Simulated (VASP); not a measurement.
Input of a VASP 6.6.1 run:

Contents of INCAR:

```
ALGO = Fast
EDIFF = 1E-6
EDIFFG = -0.01
ENCUT = 600
GGA = RP
IBRION = 2
ISIF = 3
ISMEAR = -1
LASPH = T
LCHARG = F
LREAL = F
LWAVE = F
NELM = 100
NSW = 80
PREC = Accurate
SIGMA = 0.1
```

The input KPOINTS:

```
k-points
0
Gamma
  10 10 10
```

POSCAR

```
Pb
1.0
    3.1996586799      0.0000000000      0.0000000000
    0.0000000000      3.1996586799      0.0000000000
    0.0000000000      0.0000000000      3.1996586799
Pb
1
Direct
    0.0000000000      0.0000000000      0.0000000000
```

Potentials or basis: VASP PAW PBE potentials, release 64 (Pb_d).

Command:

```bash
$ cat potpaw_PBE.64/Pb_d/POTCAR > POTCAR
$ mpirun -np 1 vasp_std > vasp.out
```

Q: What does it give for the relaxed volume?

A: 35.80 Å³/atom.

Q: Predict the relaxed cell.

A: a = 3.296 Å, b = 3.296 Å, c = 3.296 Å, α = 90.00°, β = 90.00°, γ = 90.00°.

Q: Estimate the space group after relaxing (to 0.05 Å).

A: Pm-3m (No. 221).

Q: Estimate the band gap on the k mesh.

A: None (metal or under the smearing width).

Final structure:
```yaml
crystal:
  lattice:
    - [3.29586, 0.00000, 0.00000]
    - [0.00000, 3.29586, 0.00000]
    - [0.00000, 0.00000, 3.29586]
  atoms:
    - { symbol: Pb, position: [0.00000, 0.00000, 0.00000] }
```

Caveat: the PAW data sets were made with another functional, which shifts forces and pressure a little. The run has no spin-orbit coupling, so splittings on Pb are missing.
